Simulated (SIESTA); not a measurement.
The system is NiO.

```
Ni O
1.0
     0.00000    2.08590    2.08590
     2.08590    0.00000    2.08590
     2.08590    2.08590    0.00000
Ni O
1 1
Direct
  0.00000 0.00000 0.00000
  0.50000 0.50000 0.50000
```

Base run:

| Quantity | Value |
| --- | --- |
| Program | SIESTA 5.4.2 |
| Functional | PBE |
| Potentials or basis | PseudoDojo 0.4 standard (PBE files) |
| Basis | DZP (energy shift 0.003 Ry; two zetas on semicore shells) |
| Grid cutoff | 800 Ry |
| Energy shift | 0.003 Ry |
| k mesh | 8 × 8 × 8 |
| Occupations | fermi-dirac, width 0.05 eV |
| Spin | collinear spin, zero start |
| Starting moments | [0.0, 0.0] μB |

Its results: band gap on the k mesh none (metal or under the smearing width); pressure -1.0 GPa; net moment 0.00 μB per cell.

Task: The run is repeated on the same cell with these changes: spin from collinear spin, zero start to collinear spin, ferromagnetic start; moments at the start from [0.0, 0.0] to [1.0, 0.0]. What comes out?

Result: Band gap on the k mesh none (metal or under the smearing width); pressure 7.1 GPa; net moment 1.82 μB per cell; site moments Ni +1.48; O +0.34 μB.

Caveats: short orbitals over semicore shells can move pressures by several GPa; the basis of atomic orbitals isn't converged, which shifts pressures, moduli and gaps; semilocal functionals often make such compounds metallic where correlation or magnetic order opens a gap, which also shifts bond lengths; a cell with one magnetic atom can't hold antiferromagnetic order, which such compounds often take (some runs).
